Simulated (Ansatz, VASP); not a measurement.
## One calculation of GaAs5, two programs

```
CELL_PARAMETERS angstrom
4.96598 0.00000 0.00000
-2.48299 4.30067 0.00000
0.00000 0.00000 5.88910
ATOMIC_POSITIONS crystal
Ga 0.00000 0.00000 0.00000
As 0.33333 0.66667 0.71004
As 0.33333 0.66667 0.28996
As 0.66667 0.33333 0.28996
As 0.66667 0.33333 0.71004
As 0.00000 0.00000 0.50000
```

Alike in both runs: functional PBE; k mesh 6 × 6 × 4; occupations gaussian, width 0.1 eV; no spin polarisation.

Ansatz relaxed the structure, and its values are those at the end. VASP's run is a single point on that final structure, the one shown.

|  | VASP | Ansatz |
| --- | --- | --- |
| version | VASP 6.6.1 | Ansatz 0.2.0 |
| potentials or method | VASP PAW PBE potentials, release 64 (Ga_d, As) | scalar-relativistic, plane waves, PAW |
| plane-wave cutoff (eV) | 520 | 420 |
| valence electrons in the cell | 38 | 88 |

```csv
,VASP,Ansatz,Ansatz less VASP
gap on the k mesh at the Fermi level (eV),none,none,-
pressure (GPa),0.1,0.0,-0.12
rms of the force components (eV/Å),0.019,0.000,-0.0185
```

A gap of «none» marks a metal or a gap that the smearing closes. The two sets of potentials don't hold the same shells in valence.
